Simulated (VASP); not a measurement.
# KF (P-1) in VASP: single point with PBE

Aim: the single point of KF with PBE.

All numbers are computed with VASP 6.6.1; they aren't measurements. Logs are shortened: lines on timing, memory, paths and dates and some standing lists are left out, and cuts for length are marked.

### Step 1. The cell of the first run

The typed cell holds 4 atoms: a = 3.259 Å, b = 4.609 Å, c = 4.609 Å, α = 90.00°, β = 90.00°, γ = 90.00°.

The cell comes from a database or a generator and needn't be the stable form of this composition.

### Step 2. Single point, PBE (a zone-boundary wave of random shape, sigma 0.1 Å)

Input file INCAR:

```
SYSTEM = KF
ALGO = Fast
EDIFF = 1E-6
ENCUT = 520
GGA = PE
ISIF = 2
ISMEAR = 0
LASPH = .True.
LCHARG = .False.
LREAL = .False.
LWAVE = .False.
NBANDS = 24
NELM = 100
PREC = Accurate
SIGMA = 0.05
```

Input file KPOINTS:

```
k-points
0
Gamma
  8 6 6
  0 0 0
```

Input file POSCAR:

```
KF
1.0
   -3.2589550000      0.0000000000      0.0000000000
    0.0000000000      3.2589550000      3.2589550000
    0.0000000000      3.2589550000     -3.2589550000
K F
2 2
Direct
   -0.0222244411      0.0480023485      0.0304579123
    0.0222244411      0.4519976515      0.4695420877
    0.4657157352      0.4608808165     -0.0075946302
    0.5342842648      0.0391191835      0.5075946302
```

Potentials or basis: VASP PAW PBE potentials, release 64 (K_sv, F).

Launch:

```bash
cat potpaw_PBE.64/K_sv/POTCAR potpaw_PBE.64/F/POTCAR > POTCAR
mpirun -np 1 vasp_std > vasp.out
```

OUTCAR:

```text
SYSTEM = KF
   EDIFF = 1E-6
   ENCUT = 520
   GGA = PE
   ISIF = 2
   ISMEAR = 0
   LASPH = .True.
   LREAL = .False.
   NELM = 100
   PREC = Accurate

 ion  position               nearest neighbor table
   1  0.978  0.048  0.030-   3 2.49   3 2.54   4 2.63   2 2.75   4 2.81   4 2.85   2 3.19   2 3.41
                             2 3.77
   2  0.022  0.452  0.470-   4 2.49   4 2.54   3 2.63   1 2.75   3 2.81   3 2.85   1 3.19   1 3.41
                             1 3.77
   3  0.466  0.461  0.992-   1 2.49   1 2.54   2 2.63   2 2.81   2 2.85
   4  0.534  0.039  0.508-   2 2.49   2 2.54   1 2.63   1 2.81   1 2.85

  LATTYP: Found a simple tetragonal cell.
 ALAT       =     4.6088583602
 C/A-ratio  =     0.7071067812

  Lattice vectors:

 A1 = (   0.0000000000,   3.2589550000,   3.2589550000)
 A2 = (   0.0000000000,   3.2589550000,  -3.2589550000)
 A3 = (  -3.2589550000,   0.0000000000,   0.0000000000)

Analysis of symmetry for initial positions (statically):
=====================================================================
 Subroutine PRICEL returns:
 Original cell was already a primitive cell.

 Routine SETGRP: Setting up the symmetry group for a
 simple tetragonal supercell.

 Subroutine GETGRP returns: Found  2 space group operations
 (whereof  1 operations were pure point group operations)
 out of a pool of 16 trial point group operations.

The static configuration has the point symmetry C_1 .
 The point group associated with its full space group is S_2 .

Analysis of symmetry for dynamics (positions and initial velocities):
=====================================================================
 Subroutine PRICEL returns:
 Original cell was already a primitive cell.

 Routine SETGRP: Setting up the symmetry group for a
 simple tetragonal supercell.

 Subroutine GETGRP returns: Found  2 space group operations
 (whereof  1 operations were pure point group operations)
 out of a pool of 16 trial point group operations.

The dynamic configuration has the point symmetry C_1 .
 The point group associated with its full space group is S_2 .

 Subroutine INISYM returns: Found  2 space group operations
 (whereof  1 operations are pure point group operations),
 and found     1 'primitive' translations

----------------------------------------------------------------------------------------

                                     Primitive cell

  volume of cell :      69.2253

  direct lattice vectors                    reciprocal lattice vectors
    -3.258955000  0.000000000  0.000000000    -0.306846827  0.000000000  0.000000000
     0.000000000  3.258955000  3.258955000     0.000000000  0.153423413  0.153423413
     0.000000000  3.258955000 -3.258955000     0.000000000  0.153423413 -0.153423413

  length of vectors
     3.258955000  4.608858360  4.608858360     0.306846827  0.216973472  0.216973472

  position of ions in fractional coordinates (direct lattice)
     0.977775559  0.048002348  0.030457912
     0.022224441  0.451997652  0.469542088
     0.465715735  0.460880817  0.992405370
     0.534284265  0.039119183  0.507594630

  ion indices of the primitive-cell ions
   primitive index   ion index
                 1           1
                 2           2
                 3           3
                 4           4

----------------------------------------------------------------------------------------

 KPOINTS: k-points

Automatic generation of k-mesh.
 Grid dimensions read from file:
 generate k-points for:    8    6    6

 Generating k-lattice:

  Cartesian coordinates                     Fractional coordinates (reciprocal lattice)
    -0.038355853  0.000000000  0.000000000     0.125000000  0.000000000  0.000000000
     0.000000000  0.025570569  0.025570569     0.000000000  0.166666667  0.000000000
     0.000000000  0.025570569 -0.025570569     0.000000000  0.000000000  0.166666667

  Length of vectors
     0.038355853  0.036162245  0.036162245

  Shift w.r.t. Gamma in fractional coordinates (k-lattice)
     0.000000000  0.000000000  0.000000000

 Subroutine IBZKPT returns following result:
 ===========================================

 Found    148 irreducible k-points:

 Following reciprocal coordinates:
            Coordinates               Weight
  0.000000  0.000000  0.000000      1.000000
  0.125000  0.000000  0.000000      2.000000
  0.250000  0.000000  0.000000      2.000000
  0.375000  0.000000  0.000000      2.000000
  0.500000  0.000000  0.000000      1.000000
  0.000000  0.166667  0.000000      2.000000
[... 16 lines left out ...]
  0.000000  0.000000  0.333333      2.000000
  0.125000  0.333333  0.000000      2.000000
 [... further k-points ...]
   k-points           NKPTS =    148   k-points in BZ     NKDIM =    148   number of bands    NBANDS=     24
   number of dos      NEDOS =    301   number of ions     NIONS =      4
   total plane-waves  NPLWV =  31104
   dimension x,y,z NGX =    24 NGY =   36 NGZ =   36
   dimension x,y,z NGXF=    48 NGYF=   72 NGZF=   72
   ions per type =               2   2
   NGX,Y,Z   is equivalent  to a cutoff of  12.24, 12.99, 12.99 a.u.
   NGXF,Y,Z  is equivalent  to a cutoff of  24.49, 25.97, 25.97 a.u.
 SYSTEM =  KF
   PREC   = accura    normal or accurate (medium, high low for compatibility)
   ISTART =      0    job   : 0-new  1-cont  2-samecut
   ICHARG =      2    charge: 1-file 2-atom 10-const
   ISPIN  =      1    spin polarized calculation?
   LNONCOLLINEAR =      F non collinear calculations
   LSORBIT =      F    spin-orbit coupling
   LASPH  =      T    aspherical Exc in radial PAW
   ENCUT  =  520.0 eV  38.22 Ry    6.18 a.u.   6.06  8.57  8.57*2*pi/ulx,y,z
   NELM   =    100;   NELMIN=  2; NELMDL= -5     # of ELM steps
   EDIFF  = 0.1E-05   stopping-criterion for ELM
   LREAL  =      F    real-space projection
   EDIFFG = 0.1E-04   stopping-criterion for IOM
   NSW    =      0    number of steps for IOM
   IBRION =     -1    ionic relax: 0-MD 1-quasi-New 2-CG
   NFREE  =      0    steps in history (QN), initial steepest desc. (CG)
   ISIF   =      2    stress and relaxation
   ISYM   =      2    0-nonsym 1-usesym 2-fastsym
   POTIM  = 0.5000    time-step for ionic-motion
   TEBEG  =    0.0;   TEEND  =   0.0 temperature during run
   PSTRESS=    0.0 pullay stress
   NELECT =      32.0000    total number of electrons
   NUPDOWN=      -1.0000    fix difference up-down
   EMIN   =  10.00;   EMAX   =-10.00  energy-range for DOS
   EFERMI =   0.00;   METHOD = LEGACY
   ISMEAR =     0;   SIGMA  =   0.05  broadening in eV -4-tet -1-fermi 0-gaus
   EFERMI_NEDOS =   21; number of points for ismear=-14 and -15
   IALGO  =     68    algorithm
   IMIX   =      4    mixing-type and parameters
     AMIX     =   0.40;   BMIX     =  1.00
     AMIX_MAG =   1.60;   BMIX_MAG =  1.00
  volume/ion in A,a.u.               =      17.31       116.79
  Fermi-wavevector in a.u.,A,eV,Ry     =   1.265814  2.392041 21.800402  1.602284
  Thomas-Fermi vector in A             =   2.399047
   LORBIT       =      0    0 simple, 1 ext, 2 COOP (PROOUT), +10 PAW based schemes
   GGA     = PE    functional components
   LHFCALC =     F    Hartree Fock is set to
   AEXX    =    0.0000 exact exchange contribution
   IVDW    =     0    specifies the selected vdW correction
   LEPSILON=     F    determine dielectric tensor
   LRPA    =     F    only Hartree local field effects (RPA)
 non-spin polarized calculation
 RMM-DIIS sequential band-by-band and
 Gauss-broadening in eV      SIGMA  =   0.05
  energy-cutoff  :      520.00
  volume of cell :       69.23
 maximum number of plane-waves:      1904
   NGX = 13   NGY = 17   NGZ = 17

 number of electron      32.0000001 magnetization

 Free energy of the ion-electron system (eV)
  ---------------------------------------------------
  ext. energy  EPLUGINS =         0.00000000
  ---------------------------------------------------
  free energy    TOTEN  =       -15.76893041 eV

  energy without entropy =      -15.76893041  energy(sigma->0) =      -15.76893041

 E-fermi :  -1.8906     XC(G=0):  -8.9480

 val. band max:       -2.1113417975   @ k =   0.3750   0.3333  -0.3333
 cond. band min:       4.1520464938   @ k =   0.0000   0.0000   0.0000
 fundamental gap:      6.2633882914
 Fermi energy:        -1.8906093791

 k-point     1 :       0.0000    0.0000    0.0000
  band No.  band energies     occupation
      1     -29.0952      2.00000
      2     -28.7077      2.00000
      3     -21.0486      2.00000
      4     -20.9669      2.00000
      5     -13.1624      2.00000
      6     -12.6976      2.00000
[... 16 lines left out ...]
     23      10.1152      0.00000
     24      10.4583      0.00000

 k-point     2 :       0.1250    0.0000    0.0000
  band No.  band energies     occupation
      1     -29.0753      2.00000
      2     -28.6937      2.00000
      3     -21.0589      2.00000
      4     -20.9526      2.00000
      5     -13.1384      2.00000
      6     -12.6748      2.00000
[... 16 lines left out ...]
     23       9.7824      0.00000
     24      10.6839      0.00000

 k-point     3 :       0.2500    0.0000    0.0000
  band No.  band energies     occupation
      1     -29.0264      2.00000
      2     -28.6595      2.00000
      3     -21.0848      2.00000
      4     -20.9198      2.00000
      5     -13.0805      2.00000
      6     -12.6200      2.00000
[... 16 lines left out ...]
     23       9.4418      0.00000
     24      10.7736      0.00000

 k-point     4 :       0.3750    0.0000    0.0000
  band No.  band energies     occupation
      1     -28.9766      2.00000
      2     -28.6249      2.00000
      3     -21.1121      2.00000
      4     -20.8874      2.00000
      5     -13.0223      2.00000
      6     -12.6356      2.00000
[... 16 lines left out ...]
     23       9.9713      0.00000
     24      10.4528      0.00000

 k-point     5 :       0.5000    0.0000    0.0000
  band No.  band energies     occupation
      1     -28.9556      2.00000
      2     -28.6104      2.00000
      3     -21.1235      2.00000
      4     -20.8737      2.00000
      5     -12.9979      2.00000
      6     -12.7132      2.00000
[... 16 lines left out ...]
     23      10.0815      0.00000
     24      10.3013      0.00000

 k-point     6 :       0.0000    0.1667    0.0000
  band No.  band energies     occupation
      1     -29.0836      2.00000
      2     -28.7175      2.00000
      3     -21.0515      2.00000
      4     -20.9797      2.00000
      5     -13.1342      2.00000
      6     -12.6440      2.00000
[... 16 lines left out ...]
     23      10.0258      0.00000
     24      10.2760      0.00000
[... 379 lines left out ...]
 k-point    21 :       0.5000    0.0000    0.1667
  band No.  band energies     occupation
      1     -28.9407      2.00000
      2     -28.6252      2.00000
      3     -21.1061      2.00000
      4     -20.8894      2.00000
      5     -12.9928      2.00000
      6     -12.7297      2.00000
[... 16 lines left out ...]
     23       9.9205      0.00000
     24      10.5835      0.00000

 k-point    22 :       0.0000    0.3333    0.0000
  band No.  band energies     occupation
      1     -29.0581      2.00000
      2     -28.7393      2.00000
      3     -21.0562      2.00000
      4     -21.0069      2.00000
      5     -13.0773      2.00000
      6     -12.5050      2.00000
[... 16 lines left out ...]
     23       9.6876      0.00000
     24      10.1622      0.00000

 k-point    23 :       0.0000    0.0000    0.3333
  band No.  band energies     occupation
      1     -29.0336      2.00000
      2     -28.7644      2.00000
      3     -21.0668      2.00000
      4     -21.0052      2.00000
      5     -13.0108      2.00000
      6     -12.5374      2.00000
[... 16 lines left out ...]
     23      10.1274      0.00000
     24      10.3750      0.00000

 k-point    24 :       0.1250    0.3333    0.0000
  band No.  band energies     occupation
      1     -29.0390      2.00000
      2     -28.7250      2.00000
      3     -21.0620      2.00000
      4     -20.9890      2.00000
      5     -13.0575      2.00000
      6     -12.4976      2.00000
[... 16 lines left out ...]
     23       9.5858      0.00000
     24       9.9261      0.00000

 [... further k-points ...]
[... 5 lines left out ...]
  --------------------------------------------------------------------------------------
  -------------------------------------------------------------------------------------
  Total        1.3426892      2.4774214      1.0401233     -0.0658136      0.4158643     -0.3968514
  in kB       31.0757049     57.3383749     24.0730065     -1.5232148      9.6249195     -9.1848794
  external PRESSURE =      37.4956954 kB  Pullay stress =       0.0000000 kB

 VOLUME and BASIS-vectors are now :
 -----------------------------------------------------------------------------
  energy-cutoff  :      520.00
  volume of cell :       69.23
      direct lattice vectors                 reciprocal lattice vectors
    -3.258955000  0.000000000  0.000000000    -0.306846827  0.000000000  0.000000000
     0.000000000  3.258955000  3.258955000     0.000000000  0.153423413  0.153423413
     0.000000000  3.258955000 -3.258955000     0.000000000  0.153423413 -0.153423413

 POSITION                                       TOTAL-FORCE (eV/Angst)
 -----------------------------------------------------------------------------------
     -3.18653      0.25570      0.05718         0.052189     -1.349551     -0.286317
     -0.07243      3.00326     -0.05718        -0.052189      1.349551      0.286317
     -1.51775      4.73619     -1.73221        -0.111769      0.478096      0.397973
     -1.74121      1.78172     -1.52674         0.111769     -0.478096     -0.397973
 -----------------------------------------------------------------------------------
    total drift:                               -0.000000     -0.000000      0.000000

  FREE ENERGIE OF THE ION-ELECTRON SYSTEM (eV)
  ---------------------------------------------------
  free  energy   TOTEN  =       -15.7689304068 eV

  energy  without entropy=      -15.7689304067  energy(sigma->0) =      -15.76893041
```

Wall time 4.6 min (1 thread of Intel Xeon Platinum 8375C at 2.90GHz (Ice Lake), shared host); peak memory 0.32 GiB.

What came out:

```yaml
Free_energy: -15.7689 eV
Pressure: 3.7 GPa
Largest_force: 1.381 eV/Å
Band_gap_on_the_k_mesh: 6.26 eV, indirect (least direct gap 6.29 eV)
```

Forces in eV/Å, atoms in the order of the input:
```
K    0.052 -1.350 -0.286
K   -0.052  1.350  0.286
F   -0.112  0.478  0.398
F    0.112 -0.478 -0.398
```

Stress tensor (GPa, compression positive):
```
 3.11 -0.15 -0.92
-0.15  5.73  0.96
-0.92  0.96  2.41
```

Caveat: forces of over 1 eV/Å show positions far from the minimum, so gaps and moduli don't describe the material at rest. A k mesh can miss the band edges.
